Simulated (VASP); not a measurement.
# CuAu: V into a neighbouring Cu vacancy, part 4 of 4

How hard is this move in CuAu: V into a neighbouring Cu vacancy? Both ends are relaxed first, then a band of images between them. The start is a cell from a database of measured crystal structures.

VASP 6.6.1, plane waves and PAW; the level of theory is named at each step.

So far. Step 3 (Relax the start): The run ended after 17 ionic steps, 0.172 eV below its first step, once the forces on the free atoms met EDIFFG = -0.05. Step 4 (Relax the end): The run ended after 24 ionic steps, 0.176 eV below its first step, once the forces on the free atoms met EDIFFG = -0.05.

The database entry behind the starting cell is an old determination (1936), so it need not match the best structure at ambient conditions.

## 5. Nudged elastic band

Level of this step: PBE, no spin polarisation; plane waves and PAW (Au, Cu, V) (VASP).

Images on a straight line between the ends relax across the path, while springs keep them spaced along it.

Input file INCAR:

```
SYSTEM = VCu10Au12
PREC = Normal
ENCUT = 300
EDIFF = 1E-05
NELM = 120
ISMEAR = 1
SIGMA = 0.15
LREAL = Auto
ALGO = Fast
GGA = PE
NBANDS = 153
LASPH = .TRUE.
LWAVE = .FALSE.
LCHARG = .FALSE.
IMAGES = 3
SPRING = -5
IBRION = 3
POTIM = 0.15
NSW = 60
EDIFFG = -0.05
ISYM = 0
ISIF = 0
SMASS = 1
```

Input file POSCAR:

```
VCu10Au12
1.0
    5.7674315118      2.8837157559      0.0000000000
    0.0000000000      8.6511472677      0.0000000000
    0.0000000000      0.0000000000      7.2027577856
Au Cu V
12 10 1
Direct
    0.0011697286      0.0027934405      0.0008552119
    0.0013607832      0.0026999814      0.4983790361
    0.0042525115      0.3289065666      0.0095364939
    0.0038799573      0.3289557473      0.4901771614
    0.9992086788      0.6692346585      0.9985301978
    0.9990513626      0.6692863743      0.5012334644
    0.4959768868      0.1631543276      0.0121106469
    0.4952315739      0.1629465686      0.4871512816
    0.5007384179      0.4999548133      0.9925116329
    0.5007342195      0.4997233450      0.5073475770
    0.4971761990      0.8361062828      0.0043860201
    0.4968769909      0.8356324431      0.4957400574
    0.2512927816      0.0848229353      0.7495652901
    0.2482049264      0.4107868925      0.7499279510
    0.2530885433      0.7432191560      0.2497220445
    0.2490058264      0.7544213797      0.7497956946
    0.7375291365      0.2545562106      0.2500086863
    0.7492420941      0.2467956040      0.7496832660
    0.7526172745      0.5821554047      0.2497166797
    0.7569125003      0.5820626338      0.7500270610
    0.7577785747      0.9139444150      0.2495949008
    0.7429219465      0.9206910914      0.7499391927
    0.2490460722      0.4211013215      0.2497796556
```

Input file KPOINTS:

```
Automatic mesh
0
Gamma
3 3 3
0 0 0
```

Input file 00/POSCAR:

```
VCu10Au12
1.0
    5.7674315118      2.8837157559      0.0000000000
    0.0000000000      8.6511472677      0.0000000000
    0.0000000000      0.0000000000      7.2027577856
Au Cu V
12 10 1
Direct
    0.0011697286      0.0027934405      0.0008552119
    0.0013607832      0.0026999814      0.4983790361
    0.0042525115      0.3289065666      0.0095364939
    0.0038799573      0.3289557473      0.4901771614
    0.9992086788      0.6692346585      0.9985301978
    0.9990513626      0.6692863743      0.5012334644
    0.4959768868      0.1631543276      0.0121106469
    0.4952315739      0.1629465686      0.4871512816
    0.5007384179      0.4999548133      0.9925116329
    0.5007342195      0.4997233450      0.5073475770
    0.4971761990      0.8361062828      0.0043860201
    0.4968769909      0.8356324431      0.4957400574
    0.2512927816      0.0848229353      0.7495652901
    0.2482049264      0.4107868925      0.7499279510
    0.2530885433      0.7432191560      0.2497220445
    0.2490058264      0.7544213797      0.7497956946
    0.7375291365      0.2545562106      0.2500086863
    0.7492420941      0.2467956040      0.7496832660
    0.7526172745      0.5821554047      0.2497166797
    0.7569125003      0.5820626338      0.7500270610
    0.7577785747      0.9139444150      0.2495949008
    0.7429219465      0.9206910914      0.7499391927
    0.2490460722      0.4211013215      0.2497796556
```

Input file 01/POSCAR:

```
VCu10Au12
1.0
    5.7674315118      2.8837157559      0.0000000000
    0.0000000000      8.6511472677      0.0000000000
    0.0000000000      0.0000000000      7.2027577856
Au Cu V
12 10 1
Direct
    0.0009771328      0.0021198815     -0.0017772683
    0.0011237236      0.0020149117      0.5005722336
    0.0043329593      0.3308495558      0.0099569269
    0.0040490570      0.3309237757      0.4891968170
    1.0000389617      0.6680438081      0.9996140159
    0.9999834144      0.6680494334      0.4995501938
    0.4960970735      0.1650502348      0.0113958085
    0.4955063613      0.1649132071      0.4872876365
    0.5001576695      0.4992035890      0.9946517510
    0.5002945110      0.4990417503      0.5047653842
    0.4981601540      0.8346338093      0.0028259194
    0.4980193300      0.8342729757      0.4966779374
    0.2519490464      0.0860812214      0.7493092726
    0.2483139530      0.4119304302      0.7497075202
    0.2513004971      0.7466449188      0.2495202271
    0.2497299520      0.7518704118      0.7495508127
    0.7440475127      0.2519994931      0.2497187130
    0.7494290542      0.2484603746      0.7494756049
    0.7500450973      0.5830185322      0.2494985377
    0.7570534602      0.5811567244      0.7497392149
    0.7555399965      0.9149248957      0.2493754732
    0.7425597251      0.9202513959      0.7496399929
    0.2496537934      0.3353284893      0.2495188392
```

Input file 02/POSCAR:

```
VCu10Au12
1.0
    5.7674315118      2.8837157559      0.0000000000
    0.0000000000      8.6511472677      0.0000000000
    0.0000000000      0.0000000000      7.2027577856
Au Cu V
12 10 1
Direct
    0.0007845371      0.0014463224     -0.0044097484
    0.0008866639      0.0013298420      0.5027654310
    0.0044134070      0.3327925449      0.0103773600
    0.0042181566      0.3328918040      0.4882164727
    1.0008692446      0.6668529576      1.0006978339
    1.0009154662      0.6668124926      0.4978669231
    0.4962172602      0.1669461419      0.0106809702
    0.4957811487      0.1668798456      0.4874239914
    0.4995769212      0.4984523646      0.9967918690
    0.4998548024      0.4983601556      0.5021831914
    0.4991441091      0.8331613359      0.0012658186
    0.4991616692      0.8329135082      0.4976158173
    0.2526053112      0.0873395076      0.7490532552
    0.2484229795      0.4130739678      0.7494870893
    0.2495124508      0.7500706816      0.2493184098
    0.2504540776      0.7493194439      0.7493059308
    0.7505658888      0.2494427756      0.2494287398
    0.7496160143      0.2501251453      0.7492679439
    0.7474729202      0.5838816598      0.2492803958
    0.7571944201      0.5802508150      0.7494513688
    0.7533014184      0.9159053764      0.2491560457
    0.7421975036      0.9198117004      0.7493407932
    0.2502615145      0.2495556570      0.2492580227
```

Input file 03/POSCAR:

```
VCu10Au12
1.0
    5.7674315118      2.8837157559      0.0000000000
    0.0000000000      8.6511472677      0.0000000000
    0.0000000000      0.0000000000      7.2027577856
Au Cu V
12 10 1
Direct
    0.0005919414      0.0007727634     -0.0070422286
    0.0006496042      0.0006447724      0.5049586284
    0.0044938548      0.3347355340      0.0107977930
    0.0043872562      0.3348598324      0.4872361284
    1.0016995274      0.6656621072      1.0017816520
    1.0018475180      0.6655755517      0.4961836524
    0.4963374470      0.1688420490      0.0099661318
    0.4960559361      0.1688464841      0.4875603464
    0.4989961728      0.4977011403      0.9989319870
    0.4994150939      0.4976785608      0.4996009987
    0.5001280642      0.8316888624     -0.0002942821
    0.5003040084      0.8315540408      0.4985536972
    0.2532615760      0.0885977938      0.7487972377
    0.2485320060      0.4142175055      0.7492666584
    0.2477244046      0.7534964444      0.2491165924
    0.2511782033      0.7467684760      0.7490610488
    0.7570842650      0.2468860581      0.2491387665
    0.7498029744      0.2517899160      0.7490602828
    0.7449007430      0.5847447874      0.2490622538
    0.7573353800      0.5793449055      0.7491635227
    0.7510628402      0.9168858571      0.2489366182
    0.7418352822      0.9193720049      0.7490415934
    0.2508692356      0.1637828248      0.2489972062
```

Input file 04/POSCAR:

```
VCu10Au12
1.0
    5.7674315118      2.8837157559      0.0000000000
    0.0000000000      8.6511472677      0.0000000000
    0.0000000000      0.0000000000      7.2027577856
Au Cu V
12 10 1
Direct
    0.0003993456      0.0000992044     -0.0096747087
    0.0004125446     -0.0000402973      0.5071518259
    0.0045743026      0.3366785232      0.0112182260
    0.0045563559      0.3368278608      0.4862557840
    1.0025298103      0.6644712568      1.0028654701
    1.0027795698      0.6643386108      0.4945003818
    0.4964576337      0.1707379562      0.0092512934
    0.4963307235      0.1708131226      0.4876967013
    0.4984154244      0.4969499160      1.0010721051
    0.4989753854      0.4969969661      0.4970188059
    0.5011120192      0.8302163889     -0.0018543829
    0.5014463475      0.8301945734      0.4994915772
    0.2539178408      0.0898560799      0.7485412202
    0.2486410326      0.4153610432      0.7490462276
    0.2459363584      0.7569222072      0.2489147750
    0.2519023289      0.7442175081      0.7488161669
    0.7636026412      0.2443293406      0.2488487932
    0.7499899345      0.2534546866      0.7488526217
    0.7423285658      0.5856079149      0.2488441118
    0.7574763399      0.5784389961      0.7488756766
    0.7488242620      0.9178663378      0.2487171906
    0.7414730608      0.9189323094      0.7487423936
    0.2514769568      0.0780099925      0.2487363898
```

The projector-augmented-wave data sets are Au, Cu and V (PBE family, release 64).

Command:

```sh
> mpirun -np 3 vasp_std
```

The program printed:

```text
[banner, memory and clock lines left out]
running    3 mpi-ranks, on    1 nodes
 each image running on    1 cores
[...]
01/POSCAR found :  3 types and      23 ions
 LDA part: xc-table for (Slater+PW92), standard interpolation
[...]
00/POSCAR found :  3 types and      23 ions
[...]
04/POSCAR found :  3 types and      23 ions
 POSCAR, INCAR and KPOINTS ok, starting setup
[...]
entering main loop
       N       E                     dE             d eps       ncg     rms          rms(c)
DAV:   1     0.232007447276E+04    0.23201E+04   -0.70957E+04  4292   0.144E+03
DAV:   2     0.309520455541E+03   -0.20106E+04   -0.18580E+04  4437   0.413E+02
DAV:   3    -0.624114342521E+02   -0.37193E+03   -0.32355E+03  4405   0.189E+02
DAV:   4    -0.947307942287E+02   -0.32319E+02   -0.31068E+02  6312   0.651E+01
[...]
RMM:  17    -0.833162746128E+02    0.60502E-03   -0.61994E-04  4762   0.879E-02    0.109E-01
RMM:  18    -0.833162648070E+02    0.98057E-05   -0.25067E-04  4822   0.452E-02    0.389E-02
RMM:  19    -0.833162688442E+02   -0.40372E-05   -0.52379E-05  3480   0.326E-02
   1 F= -.83316269E+02 E0= -.83313058E+02  d E =-.833163E+02
[... from here on, the cycles between the ionic steps are left out ...]
   2 F= -.83626959E+02 E0= -.83623163E+02  d E =-.310690E+00
   6 F= -.84151268E+02 E0= -.84146644E+02  d E =-.533109E-01
  11 F= -.84310528E+02 E0= -.84306656E+02  d E =-.242047E-01
  16 F= -.84399806E+02 E0= -.84396578E+02  d E =-.144633E-01
  21 F= -.84454714E+02 E0= -.84451913E+02  d E =-.904369E-02
  26 F= -.84490591E+02 E0= -.84488063E+02  d E =-.609064E-02
  31 F= -.84516022E+02 E0= -.84513678E+02  d E =-.450691E-02
  36 F= -.84535231E+02 E0= -.84533022E+02  d E =-.349022E-02
  41 F= -.84550700E+02 E0= -.84548583E+02  d E =-.283847E-02
  46 F= -.84563607E+02 E0= -.84561550E+02  d E =-.242261E-02
  51 F= -.84574412E+02 E0= -.84572399E+02  d E =-.206957E-02
  56 F= -.84583919E+02 E0= -.84581938E+02  d E =-.180338E-02
  59 F= -.84589050E+02 E0= -.84587084E+02  d E =-.166871E-02
  60 F= -.84590680E+02 E0= -.84588719E+02  d E =-.162976E-02
damped:  g(F)=  0.172E-02 g(S)=  0.000E+00 dE (1.order)=-0.347E-02
```

Run time: 76 min. Hardware: 3 MPI ranks of Intel Xeon 6975P-C (Granite Rapids), shared host; peak memory 1 GiB.

From OUTCAR (step 5):

```text
  tangential force (eV/A)        -1.086300
  left and right image   1.068294  1.068847 A

  tangential force (eV/A)        -1.084207
  left and right image   1.071645  1.072161 A

 k-point     1 :       0.0000    0.0000    0.0000
  band No.  band energies     occupation
    ...
    121       7.3698      2.00000
    122       7.3812      2.00000
    123       7.4644      2.00004
    124       7.6560      2.01594
    125       7.6578      2.01657
    126       8.0353      0.23009
    127       8.2795     -0.00937
    128       8.3547     -0.00111
    129       8.5504     -0.00000
    130       8.8324     -0.00000
    ...

 POSITION                                       TOTAL-FORCE (eV/Angst)
 -----------------------------------------------------------------------------------
      0.03258     -0.07184      7.19865        -0.043732     -0.057543     -0.045646
      0.03302     -0.07218      3.58734        -0.041604     -0.057278      0.044504
     -0.01552      2.77754     -0.16980         0.097701     -0.083834      0.173525
     -0.01462      2.77789      3.75296         0.094575     -0.083453     -0.171921
      0.00481      5.64073      7.36054        -0.019377     -0.003658     -0.084307
      5.77253      8.52451      3.42804        -0.017422     -0.003681      0.086248
      2.90935      2.72898     -0.13303        -0.084333     -0.035563      0.180195
      2.90841      2.72952      3.71505        -0.086790     -0.038734     -0.181309
      2.83901      5.62223      7.29648         0.051250     -0.000034     -0.077179
      2.84037      5.62252      3.49048         0.051142     -0.003986      0.079895
      2.89542      8.57180      0.09372        -0.002657     -0.055073     -0.036871
      2.89618      8.57200      3.48924        -0.001523     -0.061529      0.035002
      1.48275      1.22411      5.39329         0.018611     -0.003635     -0.001621
      1.42981      4.37947      5.39364        -0.014139     -0.103361      0.000427
[...]
-----------------------------------------------------------------------------------
    total drift:                               -0.025784      0.003438      0.086472

  FREE ENERGIE OF THE ION-ELECTRON SYSTEM (eV)
  ---------------------------------------------------
  free  energy   TOTEN  =       -84.5906800680 eV

  energy  without entropy=      -84.5847977221  energy(sigma->0) =      -84.58871929

  tangential force (eV/A)        -1.081130
  left and right image   1.074962  1.075434 A

[... 5 parts as in an earlier step ...]

[... 10 further parts left out ...]
[key lines of the parts left out:]
E-fermi :   7.9561
```

CONTCAR:

```
VCu10Au12
   1.00000000000000
     5.7674315117999999    2.8837157559000000    0.0000000000000000
     0.0000000000000000    8.6511472677000008    0.0000000000000000
     0.0000000000000000    0.0000000000000000    7.2027577856000002
  Au              Cu              V
    12    10     1
Direct
     0.0056493224133002   -0.0101868811164181    0.9994292974485443
     0.0057246543370101   -0.0102510520149150    0.4980515388692319
    -0.0026917618220027    0.3219580201978282   -0.0235736766571131
    -0.0025345587314712    0.3219458518860551    0.5210453476656356
     0.0008331523401821    0.6517429579482343    1.0219064162632090
     1.0008833075359058    0.6517344175445053    0.4759341298022192
     0.5044442878661580    0.1472992751345505   -0.0184692606258736
     0.5042819408305668    0.1474161046449751    0.5157816474511029
     0.4922491131284086    0.4857998098220563    1.0130126270292823
     0.4924844964074539    0.4857541191234990    0.4846036034139869
     0.5020292469900969    0.8234850927746051    0.0130121349763387
     0.5021608560178973    0.8234637495587697    0.4844317009093755
     0.2570897670506962    0.0558002212335504    0.7487817391316778
     0.2479106215005862    0.4235936183583136    0.7488300730598068
     0.2500789518052693    0.7443806130293023    0.2488633976081423
     0.2535040197784477    0.7348934880733221    0.7487942449970310
     0.7517418328461754    0.2341978262201375    0.2487732014915048
     0.7372562431980528    0.2463087882951551    0.7487339752436462
     0.7612003373836994    0.5512565503651684    0.2487907845966912
     0.7268643432704477    0.5891204301207523    0.7487800624485407
     0.7454940187245218    0.9236403935921743    0.2488071092378852
     0.7805197493871331    0.8791935664202278    0.7487794953622608
     0.2465631125292286    0.3558065744338799    0.2486197387674648
```

The band used up its steps before its forces met the threshold, so no barrier is taken from it.

## 6. Results

| Quantity | Value |
| --- | --- |
| result | none |

**Reading.** The session ends without its result: «nudged elastic band» used up its steps.

[Lines on the potential files, build, host, timing and source positions are cut from VASP's logs without a mark.]

[Logs are printed without paths, hosts, clocks, repeated set-up lines and the standing remarks that a program may print on its own settings, such as how far it seeks lower states.]

[Hosts, paths, dates, database ids (printed as entryN), source tags and the programs' standing remarks are cut or masked in the printed files.]

[Runs that stopped without an error message from VASP are left out.]
